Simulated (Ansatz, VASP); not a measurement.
# HC2Cl (H-CC-Cl chair monolayer) in two plane-wave programs, part 2 of 2

One calculation is typed for both programs; each brings its own data sets. How far apart do they land? The structure shown is the start of the Ansatz relaxation below; VASP solves that cell, so the two are compared at the walk's first step.

VASP 6.6.1 and Ansatz 0.2.0.

So far: Set-up; Ansatz: relaxation, PBE with D3(BJ).

**3. VASP: single point, PBE with D3(BJ), start cell**

Level of this step: PBE with D3(BJ); plane waves and PAW (Cl, C, H) (VASP).

The same cell, functional, mesh and smearing now go to VASP, with its own data sets.

Lines of VASP's logs that name or quote its potential files are left out, and so is its time.

Input file INCAR:

```
SYSTEM = HC2Cl
PREC = Accurate
ENCUT = 520
EDIFF = 1E-06
NELM = 120
ISMEAR = -1
SIGMA = 0.05
LREAL = .FALSE.
ALGO = Normal
GGA = PE
IVDW = 12
NBANDS = 14
LORBIT = 11
LWAVE = .FALSE.
LCHARG = .FALSE.
ISIF = 2
LDIPOL = .TRUE.
IDIPOL = 3
DIPOL = 0.5 0.5 0.505
LVHAR = .TRUE.
LASPH = .TRUE.
GGA_COMPAT = .FALSE.
EFERMI = MIDGAP
NELMDL = -8
```

Input file POSCAR:

```
HC2Cl
1.0
    2.5080000000      0.0000000000      0.0000000000
   -1.2540000000      2.1719920000      0.0000000000
    0.0000000000      0.0000000000     37.7566670000
Cl C H
1 2 1
Direct
    0.6666665899      0.3333331799      0.4555486850
    0.6666665899      0.3333331799      0.5026926768
    0.3333331799      0.6666663597      0.5161119492
    0.3333331799      0.6666663597      0.5444513150
```

Input file KPOINTS:

```
Automatic mesh
0
Gamma
18 18 1
0 0 0
```

PAW data sets: Cl, C and H (PBE family, release 64).

Run with:

```sh
$ mpirun -np 1 vasp_std
```

Numbers of over 12 decimals in the logs are rounded to 6 here.

What it wrote:

```text
[banner, memory and clock lines left out]
running    1 mpi-ranks, on    1 nodes
 distrk:  each k-point on    1 cores,    1 groups
 distr:  one band on    1 cores,    1 groups

 POSCAR found type information on POSCAR ClC H
 POSCAR found :  3 types and       4 ions
 LDA part: xc-table for (Slater+PW92), standard interpolation
 POSCAR, INCAR and KPOINTS ok, starting setup
 FFT: planning ... GRIDC
 FFT: planning ... GRID_SOFT
 FFT: planning ... GRID
 WAVECAR not read
 entering main loop
       N       E                     dE             d eps       ncg     rms          rms(c)
DAV:   1     0.149150704711E+03    0.14915E+03   -0.56746E+03  1084   0.825E+02
DAV:   2    -0.398232041381E+01   -0.15313E+03   -0.12944E+03  1828   0.161E+02
DAV:   3    -0.218395885278E+02   -0.17857E+02   -0.17356E+02  1458   0.783E+01
DAV:   4    -0.223590534551E+02   -0.51946E+00   -0.49996E+00  1504   0.146E+01
DAV:   5    -0.223758014011E+02   -0.16748E-01   -0.16135E-01  1500   0.215E+00
DAV:   6    -0.223762886222E+02   -0.48722E-03   -0.47936E-03  1522   0.337E-01
DAV:   7    -0.223763045594E+02   -0.15937E-04   -0.15915E-04  1464   0.533E-02
DAV:   8    -0.223763053077E+02   -0.74830E-06   -0.74827E-06  1404   0.987E-03    0.182E+01
DAV:   9    -0.211810188407E+02    0.11953E+01   -0.94002E-01  1426   0.101E+01    0.101E+01
DAV:  10    -0.209656909571E+02    0.21533E+00   -0.17536E+00  1450   0.856E+00    0.242E+00
DAV:  11    -0.209353865922E+02    0.30304E-01   -0.11053E-01  1408   0.283E+00    0.917E-01
DAV:  12    -0.209245518888E+02    0.10835E-01   -0.61899E-02  1442   0.229E+00    0.328E-01
DAV:  13    -0.209242022448E+02    0.34964E-03   -0.12146E-02  1444   0.830E-01    0.108E-01
DAV:  14    -0.209242606309E+02   -0.58386E-04   -0.85104E-04  1422   0.230E-01    0.582E-02
[...]
DAV:  19    -0.209244592164E+02   -0.22399E-04   -0.12090E-05  1380   0.122E-02    0.460E-03
DAV:  20    -0.209244699157E+02   -0.10699E-04   -0.28255E-06  1186   0.110E-02    0.244E-03
DAV:  21    -0.209244770750E+02   -0.71593E-05   -0.87562E-07  1192   0.578E-03    0.180E-03
DAV:  22    -0.209244850778E+02   -0.80028E-05   -0.64225E-07  1156   0.278E-03    0.162E-03
DAV:  23    -0.209244880360E+02   -0.29582E-05   -0.15654E-07  1168   0.145E-03    0.913E-04
DAV:  24    -0.209244922012E+02   -0.41652E-05   -0.35558E-07  1074   0.150E-03    0.441E-04
DAV:  25    -0.209244933733E+02   -0.11722E-05   -0.61097E-08  1078   0.794E-04    0.335E-04
DAV:  26    -0.209244941366E+02   -0.76326E-06   -0.24182E-08  1004   0.576E-04
   1 F= -.21469391E+02 E0= -.21466892E+02  d E =-.499767E-02
```

Parts of OUTCAR (step 3):

```text
ion  position               nearest neighbor table
   1  0.667  0.333  0.456-   2 1.78
   2  0.667  0.333  0.503-   3 1.53   3 1.53   3 1.53   1 1.78
   3  0.333  0.667  0.516-   4 1.07   2 1.53   2 1.53   2 1.53
   4  0.333  0.667  0.544-   3 1.07

  LATTYP: Found a hexagonal cell.
 ALAT       =     2.5080000000
 C/A-ratio  =    15.0544924242

 Subroutine GETGRP returns: Found  6 space group operations
 (whereof  6 operations were pure point group operations)

The static configuration has the point symmetry C_3v.

 Found     37 irreducible k-points:

   k-points           NKPTS =     37   k-points in BZ     NKDIM =     37   number of bands    NBANDS=     14

   dimension x,y,z NGX =    20 NGY =   20 NGZ =  288
   dimension x,y,z NGXF=    40 NGYF=   40 NGZF=  576

   ENCUT  =  520.0 eV  38.22 Ry    6.18 a.u.   4.66  4.66 70.20*2*pi/ulx,y,z

   NELECT =      16.0000    total number of electrons

 k-points in reciprocal lattice and weights: Automatic mesh
   0.00000000  0.00000000  0.00000000       0.003
   0.05555556  0.00000000  0.00000000       0.019
   0.11111111  0.00000000  0.00000000       0.019
   0.16666667  0.00000000  0.00000000       0.019
   0.22222222  0.00000000  0.00000000       0.019
   0.27777778  0.00000000  0.00000000       0.019
   0.33333333  0.00000000  0.00000000       0.019
   0.38888889  0.00000000  0.00000000       0.019
   0.44444444  0.00000000  0.00000000       0.019
[...]
0.33333333  0.27777778  0.00000000       0.037
   0.33333333  0.33333333  0.00000000       0.006

 dipolmoment           0.000000      0.000000     -0.007650 electrons x Angstroem

 average (electrostatic) potential at core
       1 -98.7348       2 -59.2097       3 -58.3666       4 -41.8515

 E-fermi :  -0.6637

 k-point     1 :       0.0000    0.0000    0.0000
  band No.  band energies     occupation
    ...
      3     -14.0787      2.00000
      4      -8.7151      2.00000
      5      -5.1120      2.00000
      6      -5.1120      2.00000
      7      -1.3651      2.00000
      8      -0.1689      0.00010
      9      -0.1689      0.00010
     10       0.4034      0.00000
     11       1.5017      0.00000
     12       1.7637      0.00000
    ...

 k-point     2 :       0.0556    0.0000    0.0000
  band No.  band energies     occupation
    ...
      3     -14.0110      2.00000
      4      -8.6797      2.00000
      5      -5.4882      2.00000
      6      -5.2668      2.00000
      7      -1.3309      2.00000
      8      -0.5820      0.32676
      9      -0.2660      0.00070
     10       0.5230      0.00000
     11       1.5994      0.00000
     12       1.8633      0.00000
    ...

 k-point     3 :       0.1111    0.0000    0.0000
  band No.  band energies     occupation
    ...
      4      -8.5840      2.00000
      5      -6.4744      2.00000
      6      -5.6745      2.00000
      7      -1.8850      2.00000
      8      -0.8634      1.96385
      9      -0.5420      0.16138
     10       0.7437      0.00000
     11       1.8890      0.00000
     12       2.1489      0.00000
     13       2.2530      0.00000
    ...

 Edisp (eV)   -0.54490

  Total       9.80820     9.80821     1.09631     0.00000     0.00000     0.00000
  in kB      76.40480    76.40482     8.54012     0.00000     0.00000     0.00000
  external pressure =       53.78 kB  Pullay stress =        0.00 kB

  energy-cutoff  :      520.00
  volume of cell :      205.67
      direct lattice vectors                 reciprocal lattice vectors
     2.508000000  0.000000000  0.000000000     0.398724083  0.230203426  0.000000000
    -1.254000000  2.171992000  0.000000000     0.000000000  0.460406852  0.000000000
     0.000000000  0.000000000 37.756667000     0.000000000  0.000000000  0.026485389

 POSITION                                       TOTAL-FORCE (eV/Angst)
 -----------------------------------------------------------------------------------
      1.25400      0.72400     17.20000         0.000000     -0.000000     -0.088961
      1.25400      0.72400     18.98000        -0.000000     -0.000000      1.212711
      0.00000      1.44799     19.48667        -0.000000      0.000000     -2.573006
      0.00000      1.44799     20.55667         0.000000     -0.000000      1.449257
 -----------------------------------------------------------------------------------
    total drift:                               -0.000000      0.000585      0.000295

  FREE ENERGIE OF THE ION-ELECTRON SYSTEM (eV)
  ---------------------------------------------------
  free  energy   TOTEN  =       -21.4693909579 eV

  energy  without entropy=      -21.4643932927  energy(sigma->0) =      -21.46689213

 vacuum level on the upper side and lower side of the slab         1.716         1.970

 total charge
# of ion       s       p       d       tot
------------------------------------------
    1        1.635   3.563   0.000   5.197
    2        0.829   1.676   0.000   2.505
    3        0.843   1.787   0.000   2.630
    4        0.662   0.053   0.000   0.715
--------------------------------------------------
tot          3.968   7.079   0.000  11.047

[... 3 further parts left out ...]
```

**4. Side by side**

Known differences besides the potentials themselves: Ansatz cuts the interaction across the vacuum, VASP repeats the sheet with a dipole correction; the cutoff is 420 eV in Ansatz and 520 eV in VASP. Total energies have different zeros and are not compared.

Forces (eV/Å; atoms numbered as in POSCAR):

```
atom        Ansatz x, y, z          VASP x, y, z
 Cl1  0.000, 0.000, -0.213  0.000, 0.000, -0.089
  C2   0.000, 0.000, 1.358   0.000, 0.000, 1.213
  C3  0.000, 0.000, -2.579  0.000, 0.000, -2.573
  H4   0.000, 0.000, 1.434   0.000, 0.000, 1.449
```

The forces differ by 55 meV/Å r.m.s., which is 6.0 % of the r.m.s. force of 0.922 eV/Å (both taken over all components). With vacuum in the cell, a pressure given here is an average over mostly empty space and none of the material.

**5. What came out**

| Quantity | Value |
| --- | --- |
| r.m.s. force difference (single point, PBE with D3(BJ), start cell) | 6.0 % of the r.m.s. force |

What this shows: The r.m.s. force difference is 6.0 % of the r.m.s. force (single point, PBE with D3(BJ), start cell), beyond the 3 % picked in this series as the mark of a large difference. What causes the difference of the single point, PBE with D3(BJ), start cell pair stays open here. 1 further run of this series is not shown here. How closely two codes agree says nothing of how well the functional describes the real material.

[Lines on the potential files, build, host, timing and source positions are cut from VASP's logs without a mark.]

[Logs are printed without paths, hosts, clocks, repeated set-up lines and the standing remarks that a program may print on its own settings, such as how far it seeks lower states.]

[Hosts, paths, dates, database ids (printed as entryN), source tags and the programs' standing remarks are cut or masked in the printed files.]
